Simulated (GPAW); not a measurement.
# CdSe (Cadmoselite) (P6_3mc) in GPAW: a series of runs

Aim: see how the results for CdSe (Cadmoselite) move with the level of theory and the settings. Levels: BEEF-vdW, LDA. Tasks: band structure, equation of state.

Everything below comes from runs of GPAW 26.7.0. Logs are shortened: lines on timing, memory, paths and dates and some standing lists are left out, and cuts for length are marked. The log counts tension as positive stress, the text compression.

**Experimental background.**

A printed reference work, data compilation reports, for a bulk crystal of CdSe at 2 K: band gap 1.841 eV.

How close the calculation comes is told below.

### 1 Starting point

The structure is hexagonal, space group P6_3mc (No. 186). Conventional cell: a = 4.300 Å, b = 4.300 Å, c = 7.020 Å, α = 90.00°, β = 90.00°, γ = 120.00°. Cd (site symmetry 3m) is surrounded by 4 Se at 2.61 to 2.70 Å. Around Se (site symmetry 3m) lie 4 Cd at 2.61 to 2.70 Å.

### 2 Band structure, BEEF-vdW, spin-orbit coupling, no magnetisation

The input, run.py:

```python
import numpy as np
from ase import Atoms
from ase.dft.bandgap import bandgap
from ase.io import write
from gpaw import GPAW, PW
from gpaw.spinorbit import soc_eigenstates

atoms = Atoms(['Cd', 'Cd', 'Se', 'Se'],
              cell=[[4.3, 0.0, 0.0],
                    [-2.15, 3.7239092363, 0.0],
                    [0.0, 0.0, 7.02]],
              scaled_positions=[[0.6666666667, 0.3333333333, 0.5],
                                [0.3333333333, 0.6666666667, 0.0],
                                [0.6666666667, 0.3333333333, 0.885],
                                [0.3333333333, 0.6666666667, 0.385]],
              pbc=True)

calc = GPAW(mode=PW(600),
            xc={'name': 'BEEF-vdW', 'backend': 'libvdwxc'},
            kpts={'size': (5, 5, 3), 'gamma': True},
            occupations={'name': 'fermi-dirac', 'width': 0.05},
            nbands=31,
            convergence={'density': 1e-05, 'energy': 1e-05},
            maxiter=150,
            txt='gpaw.txt')
atoms.calc = calc
energy = atoms.get_potential_energy()
forces = atoms.get_forces()
calc.write('gs.gpw')
write('result.traj', atoms)
print(f'Energy: {energy:.6f} eV')
print('Forces (eV/A):')
print(forces.round(4))
print('Fermi level:', round(calc.get_fermi_level(), 4), 'eV')
print(f'Gap: {bandgap(calc)[0]:.4f} eV, direct: {bandgap(calc, direct=True)[0]:.4f} eV')

path = atoms.cell.bandpath('GMKGALHA,LM,KH', npoints=60, eps=1e-4)
bs_calc = calc.fixed_density(kpts=path, symmetry='off', nbands=52,
                             convergence={'bands': 'CBM+6.0', 'eigenstates': 1e-6}, txt='bands.txt')
bs = bs_calc.band_structure()
bs.write('bs.json')
print(f'Gap on the path: {bandgap(bs_calc)[0]:.4f} eV')

soc = soc_eigenstates(bs_calc, theta=90, phi=45)
np.savetxt('soc_bands.dat', soc.eigenvalues(), fmt='%.4f')
mesh = soc_eigenstates('gs.gpw', theta=90, phi=45)
np.savetxt('soc_mesh.dat', mesh.eigenvalues(), fmt='%.4f')
print('Fermi level with spin-orbit coupling:', round(mesh.fermi_level, 4), 'eV')
```

Potentials or basis: GPAW PAW data sets (gpaw-data 1.2.1), pw.

Command:

```
OMP_NUM_THREADS=1 python run.py
```

gpaw.txt:

```text
__  _  _
 | _ |_)|_||  |
 |__||  | ||/\| - 26.7.0

Input parameters:
  mode=PW(ecut=600.0),
  convergence={'density': 1e-05, 'energy': 1e-05},
  kpts=MonkhorstPack(size=(5, 5, 3), gamma=True),
  maxiter=150,
  nbands=31,
  occupations=Occupations(name='fermi-dirac', width=0.05),
  xc=XC(name='BEEF-vdW', backend='libvdwxc')

Diagonalizing LCAO Hamiltonian
Converting LCAO to pw mode

            Se

        Se  Cd

        Cd

Atoms  # Å, Bohr magnetons
|   | symbol |         x |        y |        z |    initial magnetic moments |
|---|--------|-----------|----------|----------|-----------------------------|
| 0 |     Cd |  2.150000 | 1.241303 | 3.510000 | ( 0.0000,  0.0000,  0.0000) |
| 1 |     Cd | -0.000000 | 2.482606 | 0.000000 | ( 0.0000,  0.0000,  0.0000) |
| 2 |     Se |  2.150000 | 1.241303 | 6.212700 | ( 0.0000,  0.0000,  0.0000) |
| 3 |     Se | -0.000000 | 2.482606 | 2.702700 | ( 0.0000,  0.0000,  0.0000) |

Unit cell  # Å
| periodic |         x |        y |        z |  lengths |     angles |
|----------|-----------|----------|----------|----------|------------|
|      yes |  4.300000 | 0.000000 | 0.000000 | 4.300000 |  90.000000 |
|      yes | -2.150000 | 3.723909 | 0.000000 | 4.300000 |  90.000000 |
|      yes |  0.000000 | 0.000000 | 7.020000 | 7.020000 | 120.000000 |

Number of symmetries: 6
Symmetry operations  # r_c * U_cc + t_c -> r_c
|   | kind |            matrix            |
|---|------|------------------------------|
| 0 |  σ   |  1, 1, 0,  0,-1, 0,  0, 0, 1 |
| 1 |  E   |  1, 0, 0,  0, 1, 0,  0, 0, 1 |
| 2 |  C3  |  0, 1, 0, -1,-1, 0,  0, 0, 1 |
| 3 |  σ   |  0,-1, 0, -1, 0, 0,  0, 0, 1 |
| 4 |  σ   | -1, 0, 0,  1, 1, 0,  0, 0, 1 |
| 5 |  C3  | -1,-1, 0,  1, 0, 0,  0, 0, 1 |

BZ-sampling:
  Number of BZ points: 75
  Number of IBZ points: 12

  Monkhorst-Pack size: [5, 5, 3]
  Monkhorst-Pack shift: [0, 0, 0]

K-points  # in reciprocal-cell coordinates
|     |                                coordinates |     weight |
|-----|--------------------------------------------|------------|
|   0 | (  0.00000000,   0.00000000,   0.00000000) | 0.01333333 |
|   1 | (  0.00000000,   0.00000000,   0.33333333) | 0.02666667 |
|   2 | (  0.20000000,   0.00000000,  -0.33333333) | 0.08000000 |
|   3 | (  0.20000000,   0.00000000,   0.00000000) | 0.08000000 |
|   4 | (  0.20000000,   0.00000000,   0.33333333) | 0.08000000 |
|   5 | (  0.40000000,  -0.20000000,   0.00000000) | 0.08000000 |
|   6 | (  0.40000000,  -0.20000000,   0.33333333) | 0.16000000 |
|   7 | (  0.40000000,   0.00000000,  -0.33333333) | 0.08000000 |
|   8 | (  0.40000000,   0.00000000,   0.00000000) | 0.08000000 |
|   9 | (  0.40000000,   0.00000000,   0.33333333) | 0.08000000 |
| ... |                                            |            |
|  11 | (  0.40000000,   0.40000000,   0.33333333) | 0.16000000 |

Plane wave coefficients: 3791
Cutoff: 600.0 eV

Spin-components: 1 (collinear spins)
Bands:           31
Projectors:      22
Spin-degeneracy: 2
Datatype:        complex128

Parallelization:
  kpt:    1
  domain: 1
  band:   1

Density:
  Valence electrons: 36.0
  Components: 1
  Grid points: [25 25 40]
  Charge: 0.0  # |e|

Potential:
  Grid points: [25 25 40]

species:
  Cd:
    name:    Cadmium
    Z:       48.0
    valence: 12
    core:    36
    charge:  0.0  # [|e|]
    compensation charges:
      type: gauss
      rc: 0.38  # [Å]
      lmax: 2
    cutoffs:
      filter: 2.12  # [Å]
      core: 2.62  # [Å]
    projectors
    | kind |    occ | energy [eV] | rcut [Å] |
    |------|--------|-------------|----------|
    |   5s |  2.000 |      -5.655 |    1.191 |
    |   5p |  0.000 |      -1.186 |    1.228 |
    |   4d | 10.000 |     -11.739 |    1.164 |
    |    s |        |      21.556 |    1.191 |
    |    p |        |      26.026 |    1.228 |
    |    d |        |      15.473 |    1.164 |

    Using partial waves for Cd as LCAO basis

  Se:
    name:    Selenium
    Z:       34.0
    valence: 6
    core:    28
    charge:  0.0  # [|e|]
    compensation charges:
      type: gauss
      rc: 0.27  # [Å]
      lmax: 2
    cutoffs:
      filter: 1.77  # [Å]
      core: 2.67  # [Å]
    projectors
    | kind |    occ | energy [eV] | rcut [Å] |
    |------|--------|-------------|----------|
    |   4s |  2.000 |     -17.277 |    0.847 |
    |   4p |  4.000 |      -6.512 |    1.005 |
    |    s |        |       9.935 |    0.847 |
    |    p |        |      20.699 |    1.005 |
    |    d |        |       0.000 |    0.847 |

    Using partial waves for Se as LCAO basis

Reference energy: -436553.300934  # eV

eigensolver:
  PPCG
  Converge bands: occupied
  niter=2

density mixing:
  MSR1-Mixer
  Pratt-step length: 0.05
  Maximum mixing coefficient: 0.75
  Old densities: 10
  SVD Regularization: 0.005
  Good broyden scale: 1.0
  Trust region scale: 1.0
  Backstep threshold: 4.0
  History deletion threshold: 6.0
  Fourier metric: weight=20.0, sigma=0.015

occupation numbers:
  Fermi-Dirac:
    width: 0.0500  # eV

poisson solver:
  ecut: 4800.0  # eV

xc functional:
  name: vdW-BEEF with libvdwxc
  Mode: serial
  Semilocal: BEEVDW with 2 nearest neighbor stencil
  Corresponding non-local functional: vdW-DF2
  Local blocksize: 50 x 50 x 80
  PAW datasets: PBE

convergence criteria:
- Maximum integral of absolute [dens]ity change: 1e-05 electrons / valence electron
- Maximum [total energy] change in last 3 cyles: 1e-05 eV / valence electron
- Maximum integral of absolute [eigenst]ate change: 4e-08 eV^2 / valence electron
maximum number of iterations: 150

SCF iterations
|iter     | |      energy | eigst |  dens |
|---------|-|-------------|-------|-------|
|iter:   1| | -492.842022 | -0.13 |       |
|iter:   2| | -492.699553 | -2.22 | -1.11 |
|iter:   3| | -492.137245 | -1.92 | -1.14 |
|iter:   4| | -492.142144 | -3.29 | -1.90 |
|iter:   5| | -492.144058 | -4.12 | -2.29 |
|iter:   6| | -492.144116 | -5.33 | -3.19 |
|iter:   7| | -492.144130c| -6.11 | -3.57 |
|iter:   8| | -492.144130c| -7.05 | -4.09 |
|iter:   9| | -492.144131c| -7.90c| -4.52 |
|iter:  10| | -492.144131c| -8.38c| -4.97 |
|iter:  11| | -492.144131c| -8.66c| -5.70c|

Converged in 11 steps
Energy contributions relative to reference atoms: (reference = -436553.300934)

Energy contributions:
  Kinetic:         103.657580
  Coulomb:         -94.778540
  Zero:              0.330478
  External:          0.000000
  Xc:             -501.353644
  Entropy:          -0.000012
  Spinorbit:         0.000000
  ----------------------------
  Free energy:    -492.144137
  Extrapolated:   -492.144131

dipole moment: (0.000007, 0.000009, -18.128725)  # |e|*Ang

Fermi level: 3.875
Eigenvalues  # (at kpt = [0.000, 0.000, 0.000])
| band index |      eig [eV] | occ [0-2] |
|------------|---------------|-----------|
|          0 |        -9.107 |     2.000 |
|        ... |               |           |
|         10 |        -4.279 |     2.000 |
|         11 |        -3.994 |     2.000 |
|         12 |        -0.696 |     2.000 |
|         13 |         2.743 |     2.000 |
|         14 |         2.743 |     2.000 |
|         15 |         3.428 |     2.000 |
[... 8 lines left out ...]
|         24 |        10.538 |     0.000 |
|         25 |        11.211 |     0.000 |
|        ... |               |           |
|         30 |        14.624 |     0.000 |

Gap: 0.819 eV
Transition (v -> c):
  (s=0, k=0, n=17, [0.00, 0.00, 0.00]) -> (s=0, k=0, n=18, [0.00, 0.00, 0.00])
No difference between direct/indirect transitions

Forces  # eV/Ang
|       x |        y |        z |
|---------|----------|----------|
| 0.00000 |  0.00000 |  0.30046 |  # Cd   0
| 0.00000 |  0.00000 |  0.30044 |  # Cd   1
| 0.00000 |  0.00000 | -0.29982 |  # Se   2
| 0.00000 | -0.00000 | -0.29979 |  # Se   3

# Writing to gs.gpw (mode='')
```

Run time: 86 s. Hardware: 1 thread of Intel Xeon Platinum 8488C (Sapphire Rapids), shared host; peak memory 0.54 GiB.

Results:

```
Free energy             : -492.1441 eV
Largest force           : 0.300 eV/Å
Band gap on the k mesh  : 0.69 eV, direct
Band gap along the path : 0.69 eV, direct
```

Forces in eV/Å, atoms in the order of the input:
```
Cd   0.000  0.000  0.300
Cd   0.000  0.000  0.300
Se   0.000  0.000 -0.300
Se   0.000  0.000 -0.300
```

Levels at the corners of the path, in eV from the valence-band top:
```
point  band 34  band 35  band 36  band 37  band 38  band 39
    Γ     0.00     0.00     0.00     0.69     0.69     2.12
    M    -1.36    -0.90    -0.90     3.19     3.19     3.30
    K    -1.86    -1.76    -1.76     4.34     4.34     4.59
    Γ     0.00     0.00     0.00     0.69     0.69     2.12
    A    -0.36    -0.36    -0.36     2.32     2.32     2.32
    L    -1.33    -1.33    -1.33     2.97     2.97     2.97
    H    -1.18    -1.12    -1.12     3.75     3.75     3.82
    A    -0.36    -0.36    -0.36     2.32     2.32     2.32
    L    -1.33    -1.33    -1.33     2.97     2.97     2.97
    M    -1.36    -0.90    -0.90     3.19     3.19     3.30
    K    -1.86    -1.76    -1.76     4.34     4.34     4.59
    H    -1.18    -1.12    -1.12     3.75     3.75     3.82
```

Caveat: spin-orbit coupling was added after a scalar SCF, so levels and gaps hold it while energy, forces, pressure and moments don't; this program's spin-orbit splittings come out too wide for heavy elements; the PAW data sets were made with another functional, which shifts forces and pressure a little.

### 3 Equation of state, LDA

The input, run.py:

```python
from ase.eos import EquationOfState
from ase.io import Trajectory, read
from ase.units import GPa
from gpaw import GPAW, PW, setup_paths

setup_paths.insert(0, '.')

atoms = read('POSCAR')

traj = Trajectory('eos.traj', 'w')
volumes, energies = [], []
for x in [0.94, 0.96, 0.98, 1.0, 1.02, 1.04, 1.06]:
    a = atoms.copy()
    a.set_cell(atoms.cell * x**(1 / 3), scale_atoms=True)
    calc = GPAW(mode=PW(600),
                xc='LDA',
                kpts={'size': (5, 5, 3), 'gamma': True},
                occupations={'name': 'fermi-dirac', 'width': 0.05},
                nbands=31,
                convergence={'density': 1e-05, 'energy': 1e-05},
                maxiter=150,
                txt=f'eos-{x:.2f}.txt')
    a.calc = calc
    energies.append(a.get_potential_energy(force_consistent=True))
    volumes.append(a.get_volume())
    p = -a.get_stress()[:3].mean() / GPa
    calc.write(f'eos-{x:.2f}.gpw')
    traj.write(a)
    print(f'{x:.2f} {volumes[-1]:10.4f} A^3 {energies[-1]:14.6f} eV {p:9.3f} GPa', flush=True)

v0, e0, B = EquationOfState(volumes, energies, eos='birchmurnaghan').fit()
print(f'V0 = {v0:.4f} A^3, E0 = {e0:.6f} eV, B0 = {B / GPa:.2f} GPa')
```

The input, POSCAR:

```
CdSe
1.0
    4.3000000000      0.0000000000      0.0000000000
   -2.1500000000      3.7239092363      0.0000000000
    0.0000000000      0.0000000000      7.0200000000
Cd Se
2 2
Direct
    0.6666666667      0.3333333333      0.5000000000
    0.3333333333      0.6666666667      0.0000000000
    0.6666666667      0.3333333333      0.8850000000
    0.3333333333      0.6666666667      0.3850000000
```

Potentials or basis: PAW data sets generated in the run's folder for this functional, pw.

Command:

```
gpaw-setup -f LDA Cd Se
OMP_NUM_THREADS=1 python run.py
```

It took 96 s on 1 thread of AMD EPYC 7R13 (Zen 3), shared host; peak memory 0.34 GiB.

The run converged. Its results:

```
Equilibrium volume                        : 27.10 Å³/atom
Bulk modulus at fixed shape and positions : 58 GPa
Pressure derivative of the bulk modulus   : 4.8
```

Energy against volume, from the lowest point:
```
volume (Å³/atom)  energy (meV/atom)
          26.416               3.16
          26.978               0.00
          27.540               1.18
          28.102               6.21
          28.665              14.66
          29.227              26.14
          29.789              40.31
```

Caveat: the cell was scaled at fixed shape and fractional positions, which overstates the stiffness of a crystal with free parameters, most of all of layers and chains.

### 4 Against experiment

Step 2. A measured gap of CdSe is 1.841 eV (2 K; a printed reference work, data compilation); the calculated 0.69 eV misses it by -1.15 eV. So large a miss can be the level of theory's own, or it may mean another phase, state or a wrong row. The value is that of BEEF-vdW, without temperature or zero-point motion.
